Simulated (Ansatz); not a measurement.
Start of a relaxation of CaO:

```cif
data_structure
_symmetry_space_group_name_H-M 'P 1'
_symmetry_Int_Tables_number 1
_cell_length_a 6.0942
_cell_length_b 6.0942
_cell_length_c 6.0942
_cell_angle_alpha 109.471
_cell_angle_beta 109.471
_cell_angle_gamma 109.471
_cell_volume 174.23
loop_
_atom_site_label
_atom_site_type_symbol
_atom_site_fract_x
_atom_site_fract_y
_atom_site_fract_z
_atom_site_occupancy
Ca1 Ca 0.32531 0.00000 0.00000 1
Ca2 Ca 0.67469 0.67469 0.67469 1
Ca3 Ca 0.00000 0.32531 0.00000 1
Ca4 Ca 0.00000 0.00000 0.32531 1
O1 O 0.00000 0.67469 0.00000 1
O2 O 0.32531 0.32531 0.32531 1
O3 O 0.67469 0.00000 0.00000 1
O4 O 0.00000 0.00000 0.67469 1
```

Level of theory: DFT PBE, scalar-relativistic, plane waves, PAW in Ansatz 0.2.0. Cutoff 420 eV, Gaussian smearing, Γ-centred meshes. Cell and atoms relax on a converged mesh. The steps can't lower the symmetry of their start. No spin polarisation.

A guess keeps its type if space group and coordination stay and the shape of the cell changes little (axis ratios within about 15 %, angles within 6°); the volume may change.

Task: Does it keep its structure type, or change into something else?

Result: It keeps its type. The symmetry stays I-43m (No. 217). The volume per atom grows by 4.2 %, from 21.8 to 22.7 Å³. The shortest distance goes from 2.13 Å (Ca–O) to 2.22 Å (Ca–O). Counting neighbours within 15 % of an atom's shortest distance, the start has Ca 4, O 4 and the end Ca 4, O 4.

Energies over the elements count from the elements' standard structures at the same level (O₂ as a molecule), with no fitted energy shifts.

Task: At what energy does it end?

Result: −2.694 eV/atom.

The last run used a 6×6×6 mesh for its 8-atom cell and Gaussian smearing of 0.02 eV. Symmetry constrained the relaxation, so the result can be a saddle point. Another cell of CaO relaxed alike, in Fm-3m, lies 252 meV/atom lower, so this cell isn't the stable form at this level.
